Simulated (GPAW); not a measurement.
Runs of GPAW 26.7.0 on ZrO2. The structure is cubic, space group Fm-3m (No. 225). Conventional cell: a = 5.090 Å, b = 5.090 Å, c = 5.090 Å, α = 90.00°, β = 90.00°, γ = 90.00°. Around Zr (site symmetry m-3m) lie 8 O at 2.20 Å. O (site symmetry -43m) is surrounded by 4 Zr at 2.20 Å. Measurements of this composition are mostly on another form, of space group No. 14.

```csv
task,level,potentials or basis,U,k mesh,cutoff (eV),smearing,maxiter,band path,band points,convergence,eigensolver,mesh quality,gap on the mesh (eV),pressure (GPa)
band structure,GLLB-SC,"the program's PAW data sets (release 1.2.1) made for this functional, pw",-,9 × 9 × 9,800,fermi-dirac 0.05 eV,150,"GXWKGLUWLK,UX",80,-,-,not flagged,6.35,-
single point,LDA+U,"the program's PAW data sets (release 1.2.1) made for this functional, pw",Zr d U = 1 eV,7 × 7 × 7,600,fermi-dirac 0.05 eV,120,-,-,default,-,not flagged,3.65,-15.9
band structure,vdW-DF2,"GPAW PAW data sets (gpaw-data 1.2.1), pw",-,9 × 9 × 9,800,fermi-dirac 0.05 eV,150,"GXWKGLUWLK,UX",80,-,-,not flagged,3.54,-
band structure,vdW-DF-cx,"GPAW PAW data sets (gpaw-data 1.2.1), pw",-,9 × 9 × 9,800,fermi-dirac 0.05 eV,150,"GXWKGLUWLK,UX",80,-,-,not flagged,3.39,-
electron localisation function,revPBE,"the program's PAW data sets (release 1.2.1) made for this functional, pw",-,5 × 5 × 5,680,fermi-dirac 0.1 eV,150,-,-,-,ppcg,coarse,3.58,4.0
band structure,PBE,"GPAW PAW data sets (gpaw-data 1.2.1), pw",-,9 × 9 × 9,800,fermi-dirac 0.05 eV,150,"GXWKGLUWLK,UX",80,-,-,not flagged,3.41,1.7
band structure,BLYP,"PAW data sets generated in the run's folder for this functional, pw",-,9 × 9 × 9,800,fermi-dirac 0.05 eV,150,"GXWKGLUWLK,UX",80,-,davidson,not flagged,3.48,7.5
band structure,PBEsol,"PAW data sets generated in the run's folder for this functional, pw",-,9 × 9 × 9,800,fermi-dirac 0.05 eV,150,"GXWKGLUWLK,UX",80,-,-,not flagged,3.33,-5.6
band structure,AM05,"PAW data sets generated in the run's folder for this functional, pw",-,9 × 9 × 9,800,fermi-dirac 0.05 eV,150,"GXWKGLUWLK,UX",80,-,-,not flagged,3.33,(b)
band structure,LDA,"the program's PAW data sets (release 1.2.1) made for this functional, pw",-,9 × 9 × 9,800,fermi-dirac 0.05 eV,150,"GXWKGLUWLK,UX",80,-,-,not flagged,(a),-12.1
```

Alike in all rows: no spin polarisation; cell as given.

Question: Fill in the values left out.

Answer: (a) 3.30; (b) -5.4.

Caveats: some runs use coarse meshes; an odd mesh through Γ misses points on the zone boundary, where band edges often lie (some runs); the cutoff is short for stress and forces, so pressures can be off by a GPa or more (some runs); the PAW data sets were made with another functional, which shifts forces and pressure a little (some runs); the GLLB-SC gap is the Kohn-Sham gap of the path plus the derivative discontinuity (some runs); a model potential gives levels but no total energy (some runs).

A k mesh can miss the band edges, and the runs leave out spin-orbit coupling on Zr.
